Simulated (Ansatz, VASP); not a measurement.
# One calculation of Pt, two programs

```
Pt
1.0
     0.00000    1.95790    2.05579
     1.95790    0.00000    2.05579
     1.95790    1.95790    0.00000
Pt
1
Direct
  0.00000 0.00000 0.00000
```

Change from the starting cell: strain +0.000 along x and y, +0.050 along z, atoms carried along.

Alike in both runs: task single point; functional PBEsol; k mesh 20 × 20 × 20; occupations gaussian, width 0.15 eV; no spin polarisation.

|  | VASP | Ansatz |
| --- | --- | --- |
| version | VASP 6.6.1 | Ansatz 0.2.0 |
| potentials or method | VASP PAW PBE potentials, release 64 (Pt) | scalar-relativistic, plane waves, PAW |
| plane-wave cutoff (eV) | 520 | 420 |
| valence electrons in the cell | 10 | 18 |

|  | VASP | Ansatz | Ansatz less VASP |
| --- | --- | --- | --- |
| gap on the k mesh at the Fermi level (eV) | none | none | - |
| pressure (GPa) | -11.9 | -11.5 | +0.40 |
| largest component of the traceless stress (GPa) | 3.21 | 3.23 | +0.019 |

A gap of «none» marks a metal or a gap that the smearing closes. With one functional, cell and mesh, what is left measures potentials, basis and numerics. The two sets of potentials don't hold the same shells in valence.

Caveats: the PAW data sets were made with another functional, which shifts forces and pressure a little (VASP). The runs have no spin-orbit coupling, so splittings on Pt are missing.
